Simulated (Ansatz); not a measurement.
# W (Pbcm) in Ansatz: convergence with smearing width

Aim: find how far smearing width must go before the results for W settle, at PBEsol. This setting moves, with any that are tied to it; all else stays.

Program: Ansatz 0.2.0. These are calculated values, not measurements. Logs are shortened: lines on timing, memory, paths and dates and some standing lists are left out, and cuts for length are marked.

**1. The structure**

It takes space group Pbcm (No. 57, orthorhombic). Conventional cell: a = 2.810 Å, b = 4.864 Å, c = 4.924 Å, α = 90.00°, β = 90.00°, γ = 90.00°. W (site symmetry m) has 12 W at 2.70 to 3.06 Å as nearest neighbours.

This isn't the form of W at room conditions, which is bcc.

**2. With smearing width 0.3 eV**

The input, input.yaml:

```yaml
crystal:
  lattice:
    - [2.809662, 0.0, 0.0]
    - [0.0, 4.86387, 0.0]
    - [0.0, 0.0, 4.923695]
  atoms:
    - { symbol: W, position: [0.793172, 0.936843, 0.75] }
    - { symbol: W, position: [0.206828, 0.436843, 0.75] }
    - { symbol: W, position: [0.206828, 0.063157, 0.25] }
    - { symbol: W, position: [0.793172, 0.563157, 0.25] }
hamiltonian:
  xc: pbesol
  pseudopotentials: { kind: paw_fr }
magnetization:
  noncollinear: true
  spin_orbit: true
kpoints:
  mp_grid: { grid: [8, 5, 5] }
scf:
  occupations: { method: gaussian, width: 0.3 }
output:
  forces: true
  stress: true
  eigenvalues: true
```

Potentials or basis: Ansatz PAW.

The run is started by

```
$ ansatz run input.yaml --threads 2 --pin off --max-ram 5632MiB --backend cpu --events-out ev --progress --plain --runs-dir out
```

Wall time 9.1 s (2 threads of Intel Xeon Platinum 8488C (Sapphire Rapids), shared host); peak memory 0.71 GiB.

Results:

| Property | Result |
| --- | --- |
| Free energy | -41120.9717 eV |
| Pressure | -10.1 GPa |
| Largest force | 0.160 eV/Å |
| Band gap on the k mesh | none (metal or under the smearing width) |

**3. With smearing width 0.2 eV**

input.yaml: that of step 2 with these lines changed.

```diff
@@ -19,3 +19,3 @@
 scf:
-  occupations: { method: gaussian, width: 0.3 }
+  occupations: { method: gaussian, width: 0.2 }
 output:
```

Potentials or basis: Ansatz PAW.

The run is started by

```
$ ansatz run input.yaml --threads 2 --pin off --max-ram 5632MiB --backend cpu --events-out ev --progress --plain --runs-dir out
```

Run time: 9.6 s. Hardware: 2 threads of Intel Xeon Platinum 8488C (Sapphire Rapids), shared host; peak memory 0.7 GiB.

Results:

| Item | Value |
| --- | --- |
| Free energy | -41120.9296 eV |
| Pressure | -10.1 GPa |
| Largest force | 0.132 eV/Å |
| Band gap on the k mesh | none (metal or under the smearing width) |

**4. With smearing width 0.15 eV**

input.yaml: that of step 3 with these lines changed.

```diff
@@ -19,3 +19,3 @@
 scf:
-  occupations: { method: gaussian, width: 0.2 }
+  occupations: { method: gaussian, width: 0.15 }
 output:
```

The run is started by

```
$ ansatz run input.yaml --threads 2 --pin off --max-ram 5632MiB --backend cpu --events-out ev --progress --plain --runs-dir out
```

It took 9.4 s on 2 threads of Intel Xeon Platinum 8488C (Sapphire Rapids), shared host; peak memory 0.71 GiB.

Results:

```yaml
Free_energy: -41120.9144 eV
Pressure: -10.1 GPa
Largest_force: 0.123 eV/Å
Band_gap_on_the_k_mesh: none (metal or under the smearing width)
```

**5. With smearing width 0.1 eV**

input.yaml: that of step 4 with these lines changed.

```diff
@@ -19,3 +19,3 @@
 scf:
-  occupations: { method: gaussian, width: 0.15 }
+  occupations: { method: gaussian, width: 0.1 }
 output:
```

The run is started by

```
$ ansatz run input.yaml --threads 2 --pin off --max-ram 5632MiB --backend cpu --events-out ev --progress --plain --runs-dir out
```

Wall time 10 s (2 threads of Intel Xeon Platinum 8488C (Sapphire Rapids), shared host); peak memory 0.7 GiB.

Results:

```yaml
Free_energy: -41120.9032 eV
Pressure: -10.2 GPa
Largest_force: 0.115 eV/Å
Band_gap_on_the_k_mesh: none (metal or under the smearing width)
```

**6. With smearing width 0.05 eV**

input.yaml: that of step 5 with these lines changed.

```diff
@@ -19,3 +19,3 @@
 scf:
-  occupations: { method: gaussian, width: 0.1 }
+  occupations: { method: gaussian, width: 0.05 }
 output:
```

Potentials or basis: Ansatz PAW.

The run is started by

```
$ ansatz run input.yaml --threads 2 --pin off --max-ram 5632MiB --backend cpu --events-out ev --progress --plain --runs-dir out
```

Run time: 9.9 s. Hardware: 2 threads of Intel Xeon Platinum 8488C (Sapphire Rapids), shared host; peak memory 0.71 GiB.

Results (log left out):

* Free energy: -41120.8962 eV
* Pressure: -10.2 GPa
* Largest force: 0.101 eV/Å
* Band gap on the k mesh: none (metal or under the smearing width)

**7. With smearing width 0.025 eV**

input.yaml: that of step 6 with these lines changed.

```diff
@@ -19,3 +19,3 @@
 scf:
-  occupations: { method: gaussian, width: 0.05 }
+  occupations: { method: gaussian, width: 0.025 }
 output:
```

The run is started by

```
$ ansatz run input.yaml --threads 2 --pin off --max-ram 5632MiB --backend cpu --events-out ev --progress --plain --runs-dir out
```

Wall time 10 s (2 threads of Intel Xeon Platinum 8488C (Sapphire Rapids), shared host); peak memory 0.7 GiB.

The run converged. Its results:

| Quantity | Value |
| --- | --- |
| Free energy | -41120.8946 eV |
| Pressure | -10.2 GPa |
| Largest force | 0.093 eV/Å |
| Band gap on the k mesh | none (metal or under the smearing width) |

**8. With smearing width 0.01 eV**

input.yaml: that of step 7 with these lines changed.

```diff
@@ -19,3 +19,3 @@
 scf:
-  occupations: { method: gaussian, width: 0.025 }
+  occupations: { method: gaussian, width: 0.01 }
 output:
```

The run is started by

```
$ ansatz run input.yaml --threads 2 --pin off --max-ram 5632MiB --backend cpu --events-out ev --progress --plain --runs-dir out
```

Run time: 9.6 s. Hardware: 2 threads of Intel Xeon Platinum 8488C (Sapphire Rapids), shared host; peak memory 0.71 GiB.

The run converged. Its results:

```yaml
Free_energy: -41120.8940 eV
Pressure: -10.2 GPa
Largest_force: 0.090 eV/Å
Band_gap_on_the_k_mesh: none (metal or under the smearing width)
```

**9. With smearing width 0.005 eV**

input.yaml: that of step 8 with these lines changed.

```diff
@@ -19,3 +19,3 @@
 scf:
-  occupations: { method: gaussian, width: 0.01 }
+  occupations: { method: gaussian, width: 0.005 }
 output:
```

Potentials or basis: Ansatz PAW.

The run is started by

```
$ ansatz run input.yaml --threads 2 --pin off --max-ram 5632MiB --backend cpu --events-out ev --progress --plain --runs-dir out
```

Log:

```text
Warning: RAYON_NUM_THREADS=2 ignored (pool sized by the plan → 2); use --threads N
Engine: ansatz 0.2.0, x86_64-unknown-linux-gnu
Pseudopotentials: kind: paw_fr
Pseudopotential: W, paw_fr, valence charge 14, recommended cutoff 420 eV (normal), W.paw.azcp#standard-fr
Functional definition: PBEsol
  exchange = pbesol_x
  correlation = pbesol_c
non-collinear run that drives no moment, with spin-orbit: no starting moment large enough to seed its density (crystal.atoms[].spin), no starting occupations that ask for one, no magnetisation constraint and no magnetic field, so the semilocal B_xc is pinned to zero
Crystal: 4 atoms, lattice volume = 67.286 Å³
[... 59 lines left out ...]
  atom   4  W     -0.08791730     0.02321231     0.00000000
  max |Σ_I F_I| component: 4.16e-17 eV/Å
--- Stress (GPa, compression-positive) ---
      -11.666917       0.000000       0.000000
        0.000000      -8.998692       0.000000
        0.000000       0.000000      -9.903923
  P = ⅓ Tr σ = -10.1898 GPa (-101.898 kbar)
--- Band table (eV; the first three rows and the last of 45) ---
  k-point 0: bands = ["-52.8917", "-52.8917", "-52.8134", "-52.8134", "-52.7798", "-52.7798", "-52.7304", "-52.7304", "-24.3926", "-24.3926", "-24.2806", "-24.2806", "-24.2159", "-24.2159", "-23.9775", "-23.9775", "-14.9542", "-14.9542", "-14.8740", "-14.8740", "-14.7833", "-14.7833", "-14.4634", "-14.4634", "-14.0700", "-14.0700", "-13.9660", "-13.9660", "-13.9233", "-13.9233", "-13.8274", "-13.8274", "11.6973", "11.6973", "14.9526", "14.9526", "15.5369", "15.5369", "15.8730", "15.8730", "15.9678", "15.9678", "18.8502", "18.8502", "19.8727", "19.8727", "19.9958", "19.9958", "20.0066", "20.0066", "20.1789", "20.1789", "20.2651", "20.2651", "20.4016", "20.4016", "20.5553", "20.5553", "20.6876", "20.6876", "21.3250", "21.3250", "22.2676", "22.2676", "23.2243", "23.2243", "24.0088", "24.0088"]
  k-point 1: bands = ["-52.8843", "-52.8843", "-52.8209", "-52.8209", "-52.7751", "-52.7751", "-52.7351", "-52.7351", "-24.3820", "-24.3820", "-24.2913", "-24.2913", "-24.1927", "-24.1927", "-23.9999", "-23.9999", "-14.9505", "-14.9505", "-14.8888", "-14.8888", "-14.7075", "-14.7075", "-14.4247", "-14.4247", "-14.1073", "-14.1073", "-14.0495", "-14.0495", "-13.9099", "-13.9099", "-13.8355", "-13.8355", "12.0725", "12.0725", "14.8056", "14.8056", "15.2084", "15.2084", "16.0320", "16.0320", "16.6370", "16.6370", "18.3612", "18.3612", "18.7271", "18.7271", "19.6369", "19.6369", "19.8593", "19.8593", "20.0210", "20.0210", "20.0616", "20.0616", "20.5049", "20.5049", "20.8936", "20.8936", "21.1802", "21.1802", "21.9224", "21.9224", "22.6215", "22.6215", "23.4786", "23.4786", "24.1019", "24.1019"]
  k-point 2: bands = ["-52.8648", "-52.8648", "-52.8406", "-52.8406", "-52.7628", "-52.7628", "-52.7475", "-52.7475", "-24.3541", "-24.3541", "-24.3195", "-24.3195", "-24.1325", "-24.1325", "-24.0588", "-24.0588", "-14.9377", "-14.9377", "-14.9139", "-14.9139", "-14.5153", "-14.5153", "-14.3331", "-14.3331", "-14.2534", "-14.2534", "-14.1985", "-14.1985", "-13.8842", "-13.8842", "-13.8568", "-13.8568", "13.0570", "13.0570", "14.1747", "14.1747", "15.3639", "15.3639", "15.9069", "15.9069", "17.2437", "17.2437", "17.3629", "17.3629", "18.5239", "18.5239", "18.7222", "18.7222", "19.7549", "19.7549", "19.8339", "19.8339", "20.4713", "20.4713", "20.5717", "20.5717", "20.8676", "20.8676", "21.8259", "21.8259", "22.0148", "22.0148", "23.2028", "23.2028", "23.4482", "23.4482", "23.9974", "23.9974"]
  k-point 44: bands = ["-52.7737", "-52.7737", "-52.7620", "-52.7620", "-52.7574", "-52.7574", "-52.7483", "-52.7483", "-24.3521", "-24.3521", "-24.3331", "-24.3331", "-24.3273", "-24.3273", "-24.3004", "-24.3004", "-14.9507", "-14.9507", "-14.9144", "-14.9144", "-14.8768", "-14.8768", "-14.8434", "-14.8434", "-14.3432", "-14.3432", "-14.2929", "-14.2929", "-14.2457", "-14.2457", "-14.1854", "-14.1854", "15.2561", "15.2561", "15.3076", "15.3076", "15.5676", "15.5676", "15.6635", "15.6635", "17.2026", "17.2026", "17.2924", "17.2924", "17.4767", "17.4767", "17.6808", "17.6808", "20.1779", "20.1779", "20.8851", "20.8851", "21.3457", "21.3457", "21.5869", "21.5869", "21.8956", "21.8956", "22.5017", "22.5017", "22.9468", "22.9468", "23.4579", "23.4579", "24.8981", "24.8981", "25.3515", "25.3515"]
```

Wall time 9.7 s (2 threads of Intel Xeon Platinum 8488C (Sapphire Rapids), shared host); peak memory 0.71 GiB.

Results:

| Item | Value |
| --- | --- |
| Free energy | -41120.8939 eV |
| Pressure | -10.2 GPa |
| Largest force | 0.091 eV/Å |
| Band gap on the k mesh | none (metal or under the smearing width) |

**10. Result**

```csv
smearing width,"energy less the tightest run, at zero smearing (meV/atom)",pressure (GPa),largest force (eV/Å),SCF cycles,CPU time (s),peak memory (GiB)
0.3 eV,-0.59,-10.07,0.160,7,18,0.71
0.2 eV,-0.39,-10.11,0.132,7,19,0.7
0.15 eV,-0.17,-10.14,0.123,7,18,0.71
0.1 eV,-0.03,-10.17,0.115,7,19,0.7
0.05 eV,-0.03,-10.20,0.101,7,19,0.71
0.025 eV,-0.04,-10.20,0.093,7,19,0.7
0.01 eV,-0.01,-10.19,0.090,7,19,0.71
0.005 eV,0.00,-10.19,0.091,7,19,0.71
```

Against the tightest run, the energy stays within 1 meV/atom from 0.3 eV on; the pressure stays within 0.1 GPa from 0.2 eV on; the largest force stays within 0.005 eV/Å from 0.025 eV on. Narrower smearing needs a denser k mesh, so at a fixed mesh the narrowest width isn't the most accurate. The tightest run that finished is the yardstick and may itself not be fully converged.

Caveats: the PAW data sets come from PBE, with cores solved anew for the run's functional, which leaves a small shift of forces and pressure.
